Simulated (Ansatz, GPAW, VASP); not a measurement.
## Cu: programs and potentials compared

```
Cu
1.0
     0.00000    1.80750    1.80750
     1.80750    0.00000    1.80750
     1.80750    1.80750    0.00000
Cu
1
Direct
  0.00000 0.00000 0.00000
```

Alike in all runs: task single point; functional LDA; k mesh 13 × 13 × 13; occupations gaussian, width 0.02 eV; no spin polarisation; no spin-orbit coupling. LDA stands for any of its common fits. Pressure is positive in compression and, in plane waves, holds the error of the finite cutoff, which Ansatz's Pulay term estimates and takes out.

```tsv
program and potentials	plane-wave cutoff (eV)	notes	pressure (GPa)
Ansatz, Ansatz PAW	420	potentials made for PBE, which Ansatz adapts in part; 19 valence electrons an atom on average; Pulay term of +0.10 GPa included	-12.65
GPAW, the program's PAW data sets (release 1.2.1) made for this functional	600	11 valence electrons an atom on average	-11.54
VASP, LDA PAW files Cu_GW, 550 eV	550	11 valence electrons an atom on average	-13.68
Ansatz, all-electron LAPW, scalar-relativistic	-	-	-12.68
```

The pressure spans -13.68 (VASP, LDA PAW files Cu_GW, 550 eV) to -11.54 GPa (GPAW, the program's PAW data sets (release 1.2.1) made for this functional), with all-electron results at -12.68. The cell lies far from this level's equilibrium.

The functional is the same throughout but for its coding, so the spread measures potentials, basis and numerics; runs on potential files found faulty are left out.
